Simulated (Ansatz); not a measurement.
The system is PbS (Galena).

```
Pb S
1.0
     0.00000    2.96575    2.96575
     2.96575    0.00000    2.96575
     2.96575    2.96575    0.00000
Pb S
1 1
Cartesian
  0.0000 0.0000 0.0000
  2.9657 2.9657 2.9657
```

```yaml
Program: Ansatz 0.2.0
Task: relaxation of cell and atoms
Functional: PBE
Potentials_or_basis: all-electron LAPW, scalar-relativistic
Basis_error_allowed: 0.001 eV/atom
k_mesh: 8 × 8 × 8
Occupations: fermi-dirac, width 0.05 eV
Spin: no spin polarisation
```

At the start: volume 26.09 Å³/atom.

**Question.** Where does the relaxation end?

**Answer.** Over 5 steps the energy falls by 7.0 meV/atom and the volume is 27.12 Å³/atom (+4.0 %); space group Fm-3m (No. 225, to 0.05 Å).

Step by step:
| step | energy change (eV) | largest force (eV/Å) | volume (Å³) |
| --- | --- | --- | --- |
| 1 | 0.0000 | 0.0000 | 52.17 |
| 2 | -0.0098 | 0.0000 | 55.43 |
| 3 | -0.0139 | 0.0000 | 54.32 |
| 4 | -0.0139 | 0.0000 | 54.24 |
| 5 | -0.0139 | 0.0000 | 54.24 |

Final structure:
```xyz
2
Lattice="0.0000 3.0045 3.0045 3.0045 0.0000 3.0045 3.0045 3.0045 0.0000" Properties=species:S:1:pos:R:3 pbc="T T T"
Pb    0.0000    0.0000    0.0000
S     3.0045    3.0045    3.0045
```
